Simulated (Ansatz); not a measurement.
# Te2Mo (2H (MoS2) bulk type): independent-particle optics, part 3 of 3

Aim: the dielectric function of Te2Mo (2H (MoS2) bulk type) in the independent-particle picture, and how it depends on the functional and on the gap. Plan: HSE06 for the gap; optics with PBE on 6×6×2; optics with r2SCAN on 6×6×2; optics with PBE and scissors to the HSE06 gap on 6×6×2.

Ansatz 0.2.0; plane waves, PAW; no local fields, no excitons; no spin polarisation; no spin-orbit coupling unless a run is so named. Earlier steps stand in the parts before.

**5. Optics, PBE + 0.41 eV scissors**

The scissors of 0.407 eV comes from the difference of HSE06 and PBE direct gaps in separate runs.

input.yaml reads:

```yaml
crystal:
  lattice:
    - [3.5421311219, 0.0, 0.0]
    - [-1.771065561, 3.0675755351, 0.0]
    - [0.0, 0.0, 14.176671853]
  atoms:
    - { symbol: Mo, position: [0.3333333333, 0.6666666667, 0.25] }
    - { symbol: Mo, position: [0.6666666667, 0.3333333333, 0.75] }
    - { symbol: Te, position: [0.6666666667, 0.3333333333, 0.3765845064] }
    - { symbol: Te, position: [0.6666666667, 0.3333333333, 0.1234154936] }
    - { symbol: Te, position: [0.3333333333, 0.6666666667, 0.8765845064] }
    - { symbol: Te, position: [0.3333333333, 0.6666666667, 0.6234154936] }
kpoints:
  mp_grid: { grid: [6, 6, 2] }
hamiltonian:
  xc: pbe
scf:
  occupations: { method: fixed }
output:
  optics:
    e_range: [0, 12]
    de: 0.05
    sigma: 0.1
    bands: { spectra_wanted_up_to: 12 }
    scissors: 0.407
```

Launch:

```
$ ansatz run input.yaml --threads 4 --pin off --max-ram 5529MiB --backend cpu --events-out ev --progress --plain --runs-dir out
```

The program printed:

```text
Warning: RAYON_NUM_THREADS=4 ignored (pool sized by the plan → 4); use --threads N
Engine: ansatz 0.2.0, aarch64-unknown-linux-gnu
Pseudopotentials: kind: paw
Pseudopotential: Mo, paw, valence charge 14, recommended cutoff 420 eV (normal), Mo.paw.azcp
Pseudopotential: Te, paw, valence charge 16, recommended cutoff 420 eV (normal), Te.paw.azcp
Functional definition: PBE
  parameter kappa = 0.804
  parameter beta = 0.06672455060314922
  exchange = pbe_x(kappa = kappa, mu = beta*pi^2/3)
  correlation = pbe_c(beta = beta)
Crystal: 6 atoms, lattice volume = 154.040 Å³
Basis set: ecut = 420 eV, 2981 PW (Γ)
Bands: 56, of which v1, the nominal top of the filled ones, is band 46 counted from 1 (45 counted from 0)
Symmetry: 24 space group operations
Space group: P63/mmc (ITA 194), of the structure as read, at distance tolerance 5.4e-5 Å
k-points: 14 of 72
Non-local potential: Mo, projectors of the file, l = 0: 3, l = 1: 2, l = 2: 2, l = 3: 1
Non-local potential: Te, projectors of the file, l = 0: 2, l = 1: 2, l = 2: 2, l = 3: 2
PAW form: soft (Blöchl's): semilocal exchange-correlation on the pseudo side does not see the compensation charge
PAW one-centre angular grid: Mo, 590 points (default); XC on 64 Gauss nodes
PAW one-centre angular grid: Te, 590 points (default); XC on 64 Gauss nodes
Initial density: superposition of atomic densities (neutral atoms: chi_scale 0, normalization atom), corrected by the library's trained network
Initial wavefunctions: pseudopotential atomic-orbital guess
Functional: x = pbe(κ = 0.804, μ = 0.2195149727645171), c = pbe(β = 0.06672455060314922)
SCF iter   1: F=—  HF=-37833.423435 eV  |F-HF|=—  |Δ(HF+E_count)|=         —  Δρ=4.13e-3  dr2=7.72e-3  ethr=1.77e-3  ⟨swp⟩=5.0  Hψ=2460  notcnv=0  defer=95
preconditioner: auto → Resta (q_TF=auto, 2.504 Å⁻¹)  ε∞=6.9  [insulator: Δε(μ)=0.888 eV  Ē_g=7.414 eV  n_scr=52 (ndim 8)  ℏωp=18.0 eV  f_vac=0.026  ε∞_Penn≈6.9]
SCF iter   2: F=—  HF=-37833.431783 eV  |F-HF|=—  |Δ(HF+E_count)|=   8.35e-3  Δρ=2.42e-3  dr2=2.76e-3  ethr=8.39e-6  ⟨swp⟩=2.2  Hψ=1195  notcnv=0  defer=111
SCF iter   3: F=—  HF=-37833.436176 eV  |F-HF|=—  |Δ(HF+E_count)|=   4.39e-3  Δρ=5.18e-4  dr2=1.21e-3  ethr=3.00e-6  ⟨swp⟩=2.0  Hψ=1027  notcnv=0  defer=110
SCF iter   4: F=—  HF=-37833.436078 eV  |F-HF|=—  |Δ(HF+E_count)|=   9.77e-5  Δρ=1.30e-4  dr2=2.10e-5  ethr=1.32e-6  ⟨swp⟩=2.0  Hψ=806  notcnv=0  defer=107
SCF iter   5: F=—  HF=-37833.436117 eV  |F-HF|=—  |Δ(HF+E_count)|=   3.89e-5  Δρ=6.68e-5  dr2=6.72e-6  ethr=2.29e-8  ⟨swp⟩=2.0  Hψ=974  notcnv=0  defer=71
SCF iter   6: F=—  HF=-37833.436137 eV  |F-HF|=—  |Δ(HF+E_count)|=   1.95e-5  Δρ=1.44e-5  dr2=3.68e-7  ethr=7.31e-9  ⟨swp⟩=2.0  Hψ=996  notcnv=0  defer=54
SCF iter   7: F=—  HF=-37833.436137 eV  |F-HF|=—  |Δ(HF+E_count)|=   5.07e-7  Δρ=4.32e-6  dr2=3.72e-8  ethr=4.00e-10  ⟨swp⟩=2.0  Hψ=977  notcnv=0  defer=54
SCF iter   8: F=—  HF=-37833.436137 eV  |F-HF|=—  |Δ(HF+E_count)|=   2.93e-8  Δρ=1.09e-6  dr2=3.45e-9  ethr=4.05e-11  ⟨swp⟩=2.8  Hψ=1252  notcnv=0  defer=55
SCF iter   9: F=—  HF=-37833.436137 eV  |F-HF|=—  |Δ(HF+E_count)|=   1.48e-9  Δρ=3.78e-7  dr2=6.76e-10  ethr=3.75e-12  ⟨swp⟩=2.0  Hψ=973  notcnv=0  defer=55
SCF iter  10: F=—  HF=-37833.436137 eV  |F-HF|=—  |Δ(HF+E_count)|=  5.82e-11  Δρ=8.30e-8  dr2=2.68e-11  ethr=1.00e-12  ⟨swp⟩=2.0  Hψ=918  notcnv=0  defer=55
SCF iter  11: F=-37833.436137 eV  HF=-37833.436137 eV  |F-HF|=0.00e0  |Δ(HF+E_count)|=  1.46e-11  Δρ=2.21e-8  dr2=7.25e-13  ethr=1.00e-12  ⟨swp⟩=11.1  Hψ=2932  notcnv=0
SCF 1 converged in 11 iterations: F = -37833.436137 eV  dr2 = 7.25e-13
NSCF: frozen V_eff on 14 k-points
Optics k sum: 0 of 14 k-points
[...]
output.optics: what the bands over the 89 summed would add to eps1, eps2 and the energy-loss function is held between a lower and an upper bound (9 Lanczos steps). eps1, eps2 and their loss function (loss_summed_bands) are given on every row as the summed bands alone make them. Along an axis, on a row where the two bounds hold the loss function to about 1 % of the greater of itself and 0.5 % of |1/eps|, its cell (loss_completed) is given, with the completed eps1 and eps2 that it is formed of (a cell that is left empty reads nan in the table and null in the record). The two bounds hold it so along every axis on all 241 rows up to 12.000 eV. The run works to bound the rows up to 12.000 eV and no higher ones: a peak of the loss function over that energy may be left empty with no warning. To have the run work for it, set output.optics.bands.spectra_wanted_up_to to a higher energy. perfect_screening_sum, loss_f_sum_n_eff and, beside carriers, perfect_screening_limit are those of loss_summed_bands: over the bounded function the two sums would run over rows that are not all bounded, and lack what the bands left out lay past the top of the energy grid. Bounded is said of the bands left out alone, which are those that the basis at basis.ecutwfc holds: it says nothing of that cutoff, of the k-point mesh, of what the sum inside its cells errs by (eps2_relative_error), of the factors of all_electron_strengths, nor of how far the SCF is converged. The bands left out are taken at the k-points, and what their mean over the points' cells stands off that by is in neither bound: the run's estimate of it, which the test of a row counts in, is 0.22 % of |eps| at the most among the values given; where the mean stood off by over 0.5 % the points' spread read 0.1 to 3 times that
SCF converged after 11 iterations
Free energy (F): -37833.436137 eV
Harris-Foulkes:  -37833.436137 eV  (|F-HF|=0.00e0)
Internal energy: -37833.436137 eV  (E = F + TS)
E sigma→0 (E₀):  -37833.436137 eV
Fermi energy:    11.981232 eV
--- Per-component energies (eV) ---
  E_band       = -1186.636025
  E_kinetic    = 1608.320744
  E_local      = -7744.372541  (includes V_loc(G=0)·N_el)
  E_nonlocal   = -952.653748
  E_hartree    = 4294.458430
  E_xc         = -865.412139
  E_vxc        = -876.443723  (∫ρ·V_xc dr)
  E_paw        = -25053.927096  (= ΣΔE_a)
  E_vpaw       = -1810.403031  (= ΣTr[D̂ρ^β])
  E_aug_tail   = -0.000580  (compensation charges beyond the density's cutoff)
  E_ewald      = -9119.849207
  E_smearing   = -0.000000  (= −TS)
  E_closure    = -0.000000  (closes the sum)
  Σ components = -37833.436137   (vs F -37833.436137, Δ=0.00e0)
--- Band table (eV; the first three rows and the last of 14) ---
  k-point 0: bands = ["-48.8328", "-48.8328", "-24.6959", "-24.6959", "-24.6957", "-24.6957", "-24.6842", "-24.6842", "-24.6840", "-24.6840", "-24.6305", "-24.6305", "-24.6295", "-24.6295", "-24.6195", "-24.6195", "-24.6186", "-24.6186", "-24.6083", "-24.6072", "-24.5988", "-24.5978", "-22.9863", "-22.9862", "-22.8532", "-22.8532", "-22.8532", "-22.8532", "-0.9290", "-0.6715", "-0.0441", "0.3662", "6.2537", "7.3886", "9.0674", "10.1364", "10.1364", "10.1491", "10.1491", "10.9174", "10.9174", "10.9461", "10.9461", "11.0295", "11.5771", "11.9812", "14.8505", "14.8505", "14.9563", "14.9563", "15.0902", "15.0902", "15.2962", "15.2962", "17.5415", "18.0581"]
  k-point 1: bands = ["-48.8328", "-48.8328", "-24.6958", "-24.6958", "-24.6958", "-24.6958", "-24.6841", "-24.6841", "-24.6841", "-24.6841", "-24.6300", "-24.6300", "-24.6300", "-24.6300", "-24.6191", "-24.6191", "-24.6191", "-24.6191", "-24.6078", "-24.6078", "-24.5983", "-24.5983", "-22.9862", "-22.9862", "-22.8532", "-22.8532", "-22.8532", "-22.8532", "-0.8247", "-0.8247", "0.1830", "0.1830", "6.7028", "6.7028", "10.0437", "10.0437", "10.1427", "10.1427", "10.1427", "10.1427", "10.9318", "10.9318", "10.9318", "10.9318", "11.8847", "11.8847", "14.8846", "14.8846", "14.8846", "14.8846", "15.2117", "15.2117", "15.2117", "15.2117", "17.8917", "17.8917"]
  k-point 2: bands = ["-48.8308", "-48.8308", "-24.6932", "-24.6930", "-24.6904", "-24.6902", "-24.6885", "-24.6883", "-24.6793", "-24.6792", "-24.6326", "-24.6315", "-24.6314", "-24.6307", "-24.6260", "-24.6252", "-24.6201", "-24.6190", "-24.6060", "-24.6053", "-24.5961", "-24.5951", "-22.9695", "-22.9695", "-22.8865", "-22.8865", "-22.8593", "-22.8592", "-0.5549", "-0.3035", "0.2280", "0.6067", "6.6592", "7.7626", "8.8314", "9.3288", "9.3922", "9.8940", "10.4266", "10.4598", "10.4664", "10.5145", "10.7680", "11.0709", "11.5619", "11.6761", "13.7691", "14.0199", "14.0785", "14.2791", "14.3728", "14.6441", "15.0377", "15.3056", "18.2953", "19.0233"]
  k-point 13: bands = ["-48.8234", "-48.8234", "-24.6998", "-24.6998", "-24.6787", "-24.6787", "-24.6730", "-24.6730", "-24.6726", "-24.6726", "-24.6491", "-24.6491", "-24.6370", "-24.6370", "-24.6245", "-24.6245", "-24.6244", "-24.6244", "-24.6012", "-24.6012", "-24.5866", "-24.5866", "-22.9626", "-22.9626", "-22.9199", "-22.9199", "-22.9120", "-22.9120", "1.4655", "1.4655", "1.6996", "1.6996", "7.2870", "7.2870", "7.4267", "7.4267", "8.0248", "8.0248", "8.4858", "8.4858", "9.2305", "9.2305", "10.0570", "10.0570", "11.7938", "11.7938", "12.9128", "12.9128", "13.6733", "13.6733", "14.3387", "14.3387", "15.6120", "15.6120", "16.9347", "16.9347"]
```

Wall time 68 s (4 threads of Arm Neoverse V1, shared host); peak memory 1.3 GiB.

From the head of optics.tsv:

```
# eps_inf(xx yy zz) = 17.986495 17.986495 12.031052
# eps_inf_bands = all
# eps_inf_summed_bands(xx yy zz) = 17.850434 17.850434 11.900548
# eps_inf_completed(xx yy zz) = 17.986495 17.986495 12.031052
# eps2_relative_error = 0.0013
# eps_inf_relative_error = 0.0039
# f_sum_n_eff(xx yy zz) = 49.712588 49.712588 50.311751 of n_electrons = 92.000000
# n_bands = 89
# n_bands_set_by = photon_energy
# valid_up_to_ev = 16.570479
# least_direct_gap_ev = 1.000229e0 at k(fractional) = 0.333333 0.333333 0.000000, k_point = 12, channel = 0, bands = 45 46 (counted from 0)
```

The dielectric function from optics.tsv (yy equals xx), one row in 14 (narrow peaks fall between the rows):

```tsv
E (eV)	ε₂ xx	ε₂ zz	ε₁ xx	ε₁ zz
1.15	0.00	0.00	22.12	13.06
1.85	13.78	0.92	28.67	17.11
2.55	18.96	9.89	16.61	11.63
3.25	22.46	7.22	5.38	14.62
3.95	19.84	10.85	1.69	16.54
4.65	13.51	17.45	-1.19	-1.49
5.35	11.54	11.96	-6.75	-6.24
6.05	4.67	6.93	-5.66	1.90
6.75	3.09	11.69	-2.30	-0.20
7.45	2.92	8.88	0.11	-1.07
8.15	5.46	7.37	2.06	-3.52
8.85	7.21	7.55	-0.88	-1.33
9.55	5.04	6.02	-3.00	-4.14
10.25	3.24	2.42	-3.31	-4.14
10.95	2.37	1.99	-1.99	-2.28
11.65	2.21	2.04	-1.89	-1.73
```

Tallest peaks of ε₂ (mean of the periodic axes): 18.6 at 2.95 eV, 18.9 at 3.70 eV, 19.7 at 4.35 eV.

**6. The levels side by side**

```
                 level   mesh  least direct gap on the mesh (eV)                          ε∞  tallest peak of ε₂   time
                   PBE  6×6×2                               1.00  20.68 (xx, yy), 13.22 (zz)     19.7 at 3.95 eV   73 s
                r2SCAN  6×6×2                               1.08  18.82 (xx, yy), 11.85 (zz)     18.8 at 4.20 eV  100 s
PBE + 0.41 eV scissors  6×6×2                               1.41  17.99 (xx, yy), 12.03 (zz)     19.7 at 4.35 eV   68 s
```

**7. Results**

What follows sums up all 3 parts.

| quantity | value |
| --- | --- |
| ε∞, PBE | 20.68 (xx, yy), 13.22 (zz) |
| ε∞, r2SCAN | 18.82 (xx, yy), 11.85 (zz) |
| ε∞, PBE + 0.41 eV scissors | 17.99 (xx, yy), 12.03 (zz) |
| tallest peak of ε₂, PBE | 19.7 at 3.95 eV |
| tallest peak of ε₂, r2SCAN | 18.8 at 4.20 eV |
| tallest peak of ε₂, PBE + 0.41 eV scissors | 19.7 at 4.35 eV |
| HSE06 direct gap | 1.41 eV |

From PBE to PBE + 0.41 eV scissors the direct gap grows from 1.00 to 1.41 eV, and ε∞ goes from 18.19 to 16.00 (mean of the axes): a wider gap screens less. The response is anisotropic: with PBE ε∞ is 20.68 (xx, yy), 13.22 (zz). Local fields and excitons are left out: both change ε∞, and without excitons the onset lacks its lines.
